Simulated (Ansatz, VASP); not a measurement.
One calculation of Au, two programs

File INCAR:

```
PREC = Accurate
ENCUT = 520
EDIFF = 1E-7
ISMEAR = -1
SIGMA = 0.1
LREAL = False
LASPH = True
NELM = 60
ALGO = Normal
ISIF = 2
LWAVE = False
LCHARG = False
GGA = RP
NBANDS = 30
```

KPOINTS

```
Automatic mesh
0
Gamma
  14 14 4
```

Contents of POSCAR:

```
Au
1.0
    3.0586072702      0.0000000000      0.0000000000
   -1.5293036351      2.6488315962      0.0000000000
    0.0000000000      0.0000000000     10.2410093054
Au
4
Direct
    0.0000000000      0.0000000000      0.0000000000
    0.0000000000      0.0000000000      0.5000000000
    0.3333333333      0.6666666667      0.2500000000
    0.6666666667      0.3333333333      0.7500000000
```

Input for Ansatz:

```yaml
crystal:
  lattice:
    - [3.0586072702, 0.0, 0.0]
    - [-1.5293036351, 2.6488315962, 0.0]
    - [0.0, 0.0, 10.2410093054]
  atoms:
    - { symbol: Au, position: [0.0, 0.0, 0.0] }
    - { symbol: Au, position: [0.0, 0.0, 0.5] }
    - { symbol: Au, position: [0.3333333333, 0.6666666667, 0.25] }
    - { symbol: Au, position: [0.6666666667, 0.3333333333, 0.75] }
hamiltonian:
  xc: rpbe
  pseudopotentials:
    kind: paw
    azcp:
      Au: "pseudopotentials/Au.paw.azcp"
basis:
  ecutwfc: 420
  fft_grid_basis: typed
kpoints:
  mp_grid: { grid: [14, 14, 4], shift: [0, 0, 0] }
magnetization:
  spin_polarized: false
scf:
  occupations: { method: fermi_dirac, width: 0.1 }
  lower_state_search: "off"
output:
  stress: true
```

Alike in both runs: task single point; functional RPBE; k mesh 14 × 14 × 4; occupations fermi-dirac, width 0.1 eV; no spin polarisation.

|  | VASP | Ansatz |
| --- | --- | --- |
| version | VASP 6.6.1 | Ansatz 0.2.0 |
| potentials or method | VASP PAW PBE potentials, release 64 (Au) | plane waves (420 eV) with PAW, scalar-relativistic |
| plane-wave cutoff (eV) | 520 | 420 |
| valence electrons in the cell | 44 | 76 |

|  | VASP | Ansatz | Ansatz less VASP |
| --- | --- | --- | --- |
| pressure (GPa) | -9.6 | -9.5 | +0.08 |

The functional is the same, so the differences come from potentials, cutoffs and numerics. The two sets of potentials don't hold the same shells in valence.

Caveats: the PAW data sets were made with another functional, which shifts forces and pressure a little (VASP). Spin-orbit coupling is left out, which matters for the levels of Au.
